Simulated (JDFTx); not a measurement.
# SnO (P4/nmm) in JDFTx: equation of state

How stiff is SnO in PBEsol, and what volume does it want? The cell is scaled to several volumes.

All numbers are computed with JDFTx 1.7.0 (patched build); they aren't measurements. Logs are shortened: lines on timing, memory, paths and dates and some standing lists are left out, and cuts for length are marked. The log counts tension as positive stress, the text compression.

### 1 The structure

Symmetry: P4/nmm, No. 129, tetragonal system. The conventional cell has a = 3.814 Å, b = 3.814 Å, c = 4.887 Å, α = 90.00°, β = 90.00°, γ = 90.00°. Sn (site symmetry 4mm) has 4 O at 2.23 Å as nearest neighbours. Around O (site symmetry -4m2) lie 4 Sn at 2.23 Å.

The cell is a database's computed one.

### 2 Equation of state, PBEsol, 16.70 Å³/atom (volume scaled by 0.94)

Contents of SnO.in:

```
lattice \
    7.0597198508     0.0000000000     0.0000000000 \
    0.0000000000     7.0597198508     0.0000000000 \
    0.0000000000     0.0000000000     9.0464069211
coords-type Lattice
ion Sn     0.5000000000     0.0000000000     0.7646261400 1
ion Sn     0.0000000000     0.5000000000     0.2353738600 1
ion O      0.0000000000     0.0000000000     0.0000000000 1
ion O      0.5000000000     0.5000000000     0.0000000000 1

ion-species pseudo/Sn.upf
ion-species pseudo/O.upf
elec-cutoff 42 336
elec-ex-corr gga-PBEsol
kpoint-folding 7 7 6
elec-smearing Fermi 0.0018374661
elec-n-bands 27
electronic-SCF nIterations 100 energyDiffThreshold 1e-09
electronic-minimize nIterations 30 energyDiffThreshold 1e-7
forces-output-coords Cartesian

dump-name run.$VAR
dump End Ecomponents EigStats BandEigs Kpoints Forces Stress
```

Potentials or basis: PseudoDojo-SR-PBEsol-0.4.1-standard with smoothed tails.

Started as:

```console
$ jdftx -c 1 -i SnO.in -o SnO.out
```

Log:

```text
*************** JDFTx 1.7.0 (patched build) ***************

Input parsed successfully to the following command list (including defaults):
[... the input with its defaults ...]

---------- Setting up symmetries ----------

Found 16 point-group symmetries of the bravais lattice
Found 16 space-group symmetries with basis
Applied RMS atom displacement 0 bohrs to make symmetries exact.

---------- Initializing the Grid ----------
R =
[      7.05972            0            0  ]
[            0      7.05972            0  ]
[            0            0      9.04641  ]
unit cell volume = 450.87
G =
[   0.890005          0          0  ]
[          0   0.890005          0  ]
[          0          0    0.69455  ]
Minimum fftbox size, Smin = [  60  60  76  ]
Chosen fftbox size, S = [  60  60  80  ]

---------- Initializing tighter grid for wavefunction operations ----------
R =
[      7.05972            0            0  ]
[            0      7.05972            0  ]
[            0            0      9.04641  ]
unit cell volume = 450.87
G =
[   0.890005          0          0  ]
[          0   0.890005          0  ]
[          0          0    0.69455  ]
Minimum fftbox size, Smin = [  44  44  56  ]
Chosen fftbox size, S = [  48  48  56  ]

---------- Exchange Correlation functional ----------
Initalized PBEsol GGA exchange.
Initalized PBEsol GGA correlation.

---------- Setting up pseudopotentials ----------
Width of ionic core gaussian charges (only for fluid interactions / plotting) set to 0

Reading pseudopotential file 'pseudo/Sn.upf':
  'Sn' pseudopotential, 'PBESOL' functional
  Generated using ONCVPSP code by D. R. Hamann
  14 valence electrons, 3 orbitals, 6 projectors, 1001 radial grid points, with lMax = 2
    4D    l: 2   occupation: 10.0   eigenvalue: -0.947846
    5S    l: 0   occupation:  2.0   eigenvalue: -0.389375
    5P    l: 1   occupation:  2.0   eigenvalue: -0.136297
  Core radius for overlap checks: 2.33 bohrs.

Reading pseudopotential file 'pseudo/O.upf':
  'O' pseudopotential, 'PBESOL' functional
  Generated using ONCVPSP code by D. R. Hamann
  6 valence electrons, 2 orbitals, 5 projectors, 936 radial grid points, with lMax = 2
    2S    l: 0   occupation:  2.0   eigenvalue: -0.874950
    2P    l: 1   occupation:  4.0   eigenvalue: -0.329796
  Core radius for overlap checks: 1.39 bohrs.

Initialized 2 species with 4 total atoms.

Folded 1 k-points by 7x7x6 to 294 k-points.

---------- Setting up k-points, bands, fillings ----------
Reduced to 40 k-points under symmetry.
Computing the number of bands and number of electrons
Calculating initial fillings.
nElectrons:  40.000000   nBands: 27   nStates: 40

----- Setting up reduced wavefunction bases (one per k-point) -----
average nbasis = 5860.514 , ideal nbasis = 5861.638

---------- Setting up ewald sum ----------
Optimum gaussian width for ewald sums = 2.428010 bohr.
Real space sum over 1089 unit cells with max indices [  5  5  4  ]
Reciprocal space sum over 2535 terms with max indices [  6  6  7  ]

---------- Allocating electronic variables ----------
Initializing wave functions:  linear combination of atomic orbitals
Note: number of bands (27) exceeds available atomic orbitals (26)
Sn pseudo-atom occupations:   s ( 2 )  p ( 2 )  d ( 10 )
O pseudo-atom occupations:   s ( 2 )  p ( 4 )
	FillingsUpdate:  mu: +0.604086572  nElectrons: 40.000000
LCAOMinimize: Iter:   0  F: -166.9705643659788734  |grad|_K:  7.438e-03  alpha:  1.000e+00
	FillingsUpdate:  mu: +0.499593036  nElectrons: 40.000000
LCAOMinimize: Iter:   1  F: -167.2013760407790244  |grad|_K:  4.168e-03  alpha:  1.706e-01  linmin: -4.526e-01  cgtest:  8.767e-01
LCAOMinimize: Encountered beta<0, resetting CG.
[... 16 lines of inner loops ...]
LCAOMinimize: Iter:   7  F: -167.2887484664088049  |grad|_K:  1.208e-06  alpha:  8.063e-01  linmin:  3.635e-04  cgtest: -1.234e-02
	FillingsUpdate:  mu: +0.447009195  nElectrons: 40.000000
LCAOMinimize: Iter:   8  F: -167.2887484830327196  |grad|_K:  2.136e-07  alpha:  7.822e-01  linmin:  9.623e-05  cgtest:  5.206e-03
LCAOMinimize: Converged (|Delta F|<1.000000e-06 for 2 iters).

-------- Electronic minimization -----------
Will mix electronic density at each iteration.
	FillingsUpdate:  mu: +0.447009195  nElectrons: 40.000000
	FillingsUpdate:  mu: +0.418744521  nElectrons: 40.000000
SCF: Cycle:  0   F: -167.394114789004476   dF: -1.054e-01   |Residual|: 2.085e-01   |deigs|: 4.772e-02
	FillingsUpdate:  mu: +0.406582938  nElectrons: 40.000000
SCF: Cycle:  1   F: -167.417959495567544   dF: -2.384e-02   |Residual|: 3.855e-02   |deigs|: 1.539e-02
	FillingsUpdate:  mu: +0.407080838  nElectrons: 40.000000
SCF: Cycle:  2   F: -167.423194077540785   dF: -5.235e-03   |Residual|: 2.584e-02   |deigs|: 5.024e-03
	FillingsUpdate:  mu: +0.406161835  nElectrons: 40.000000
SCF: Cycle:  3   F: -167.423537327440243   dF: -3.432e-04   |Residual|: 8.884e-03   |deigs|: 1.019e-03
	FillingsUpdate:  mu: +0.405994895  nElectrons: 40.000000
SCF: Cycle:  4   F: -167.423567454125589   dF: -3.013e-05   |Residual|: 1.647e-03   |deigs|: 4.045e-04
	FillingsUpdate:  mu: +0.405982519  nElectrons: 40.000000
SCF: Cycle:  5   F: -167.423570432292365   dF: -2.978e-06   |Residual|: 6.128e-04   |deigs|: 1.258e-04
	FillingsUpdate:  mu: +0.405996366  nElectrons: 40.000000
SCF: Cycle:  6   F: -167.423570825452089   dF: -3.932e-07   |Residual|: 1.356e-04   |deigs|: 3.705e-05
	FillingsUpdate:  mu: +0.406005300  nElectrons: 40.000000
SCF: Cycle:  7   F: -167.423570896620760   dF: -7.117e-08   |Residual|: 4.171e-05   |deigs|: 2.483e-05
	FillingsUpdate:  mu: +0.406007657  nElectrons: 40.000000
SCF: Cycle:  8   F: -167.423570914683808   dF: -1.806e-08   |Residual|: 3.173e-05   |deigs|: 2.092e-05
	FillingsUpdate:  mu: +0.406006407  nElectrons: 40.000000
SCF: Cycle:  9   F: -167.423570920326085   dF: -5.642e-09   |Residual|: 2.067e-05   |deigs|: 3.919e-05
	FillingsUpdate:  mu: +0.406007199  nElectrons: 40.000000
SCF: Cycle: 10   F: -167.423570922420566   dF: -2.094e-09   |Residual|: 8.447e-06   |deigs|: 2.678e-05
	FillingsUpdate:  mu: +0.406007762  nElectrons: 40.000000
SCF: Cycle: 11   F: -167.423570922962369   dF: -5.418e-10   |Residual|: 1.792e-06   |deigs|: 1.525e-05
	FillingsUpdate:  mu: +0.406007886  nElectrons: 40.000000
SCF: Cycle: 12   F: -167.423570923162345   dF: -2.000e-10   |Residual|: 9.767e-07   |deigs|: 1.552e-05
SCF: Converged (|Delta E|<1.000000e-09 for 2 iters).

Setting wave functions to eigenvectors of Hamiltonian

# Stress tensor in Cartesian coordinates [Eh/a0^3]:
[ -0.000252948            0            0  ]
[            0 -0.000252948            0  ]
[            0            0 -0.000177773  ]

# Ionic positions in lattice coordinates:
ion Sn   0.500000000000000   0.000000000000000   0.764626140000000 1
ion Sn   0.000000000000000   0.500000000000000   0.235373860000000 1
ion O   0.000000000000000   0.000000000000000   0.000000000000000 1
ion O   0.500000000000000   0.500000000000000   0.000000000000000 1

# Forces in Cartesian coordinates:
force Sn   0.000000000000000   0.000000000000000  -0.021592979559573 1
force Sn   0.000000000000000   0.000000000000000   0.021592979559570 1
force O   0.000000000000000   0.000000000000000  -0.000000000000000 1
force O   0.000000000000000   0.000000000000000   0.000000000000000 1

# Energy components:
   Eewald =     -119.4992090594233218
       EH =       47.5416823613110537
     Eloc =     -132.9740566848105061
      Enl =      -49.8063932835270080
      Exc =      -51.9906861921036025
 Exc_core =       22.8317501500475508
       KE =      116.4734068517356320
-------------------------------------
     Etot =     -167.4235058567702197
       TS =        0.0000650663921309
-------------------------------------
        F =     -167.4235709231623446

IonicMinimize: Iter:   0  F: -167.423570923162345  |grad|_K:  8.815e-03
IonicMinimize: None of the convergence criteria satisfied after 0 iterations.

#--- Lowdin population analysis ---
# oxidation-state Sn +0.795 +0.795
# oxidation-state O -0.733 -0.733

Dumping 'run.eigStats' ...
	eMin: -0.415848 at state 0 ( [ +0.000000 +0.000000 +0.000000 ] spin 0 )
	HOMO: +0.403347 at state 0 ( [ +0.000000 +0.000000 +0.000000 ] spin 0 )
	mu  : +0.406008
	LUMO: +0.408165 at state 36 ( [ +0.428571 +0.428571 +0.000000 ] spin 0 )
	eMax: +0.772492 at state 39 ( [ +0.428571 +0.428571 +0.500000 ] spin 0 )
	HOMO-LUMO gap: +0.004818
	Optical gap  : +0.071985 at state 1 ( [ +0.000000 +0.000000 +0.166667 ] spin 0 )
Done!
```

It took 2.4 min on 1 thread of Intel Xeon 6975P-C (Granite Rapids), shared host; peak memory 0.39 GiB.

What came out:

```yaml
Free_energy: -4555.8275 eV
Pressure: 6.7 GPa
Largest_force: 1.110 eV/Å
Band_gap_on_the_k_mesh: 0.13 eV, indirect (least direct gap 1.96 eV)
Loewdin_charges: Sn +0.80; O -0.73 e
```

Caveat: spin-orbit coupling is left out, which moves the levels of the heavy elements; an odd mesh through Γ misses points on the zone boundary, where band edges often lie; forces of over 1 eV/Å show positions far from the minimum, so gaps and moduli don't describe the material at rest.

(Continued in part 2 of 2.)
